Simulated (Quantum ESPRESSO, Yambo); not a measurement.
An input for Yambo 5.3.0 (PbSe (Clausthalite)):

```
HF_and_locXC
gw0
dyson
ppa
em1d
rim_cut
RandQpts= 1000000
RandGvec= 1 RL
EXXRLvcs= 104 Ry
VXCRLvcs= 416 Ry
Chimod= "HARTREE"
% BndsRnXp
 1 | 107 |
%
NGsBlkXp= 11 Ry
% LongDrXp
 1 | 1 | 1 |
%
% GbndRnge
 1 | 107 |
%
DysSolver= "n"
ExtendOut
PPAPntXp= 27.21138 eV
% QPkrange
 1 | 8 | 20 | 27 |
%
GfnQPdb= "E < ./gw5_fix/ndb.QP"
XfnQPdb= "E < ./gw5_fix/ndb.QP"
```

```sh
OMP_NUM_THREADS=1 mpirun -n 4 yambo -F gw6.in -J gw6 -C gw6 > gw6.log
```

The stored states that it reads are on a 4×4×4 mesh. It takes space group Fm-3m (No. 225, cubic). The conventional cell has a = 6.121 Å, b = 6.121 Å, c = 6.121 Å, α = 90.00°, β = 90.00°, γ = 90.00°. Nearest to Pb lie 6 Se at 3.06 Å. Nearest to Se lie 6 Pb at 3.06 Å. Farther neighbours and most contacts between anions are not listed.

Question: Estimate wall time and host memory on 4 MPI ranks of Arm Neoverse V1, shared host.

It took 10 min; on shared hardware allow 5.2 min to 21 min. Peak host memory was 2.6 GiB.

The screening grows as filled bands × empty bands × pairs of k points, times the square of the screening basis for the matrix.

[Paths, hosts, dates, memory and timing lines, banners, echoed tables and standing remarks are left out of the program output.]

[Logs are printed without paths, hosts, clocks, repeated set-up lines and the standing remarks that a program may print on its own settings, such as how far it seeks lower states.]

[Runs of the session that timed out or met a known fault of the program may be left out.]

[Hosts, paths, dates, database ids (printed as entryN), source tags and the programs' standing remarks are cut or masked in the printed files.]
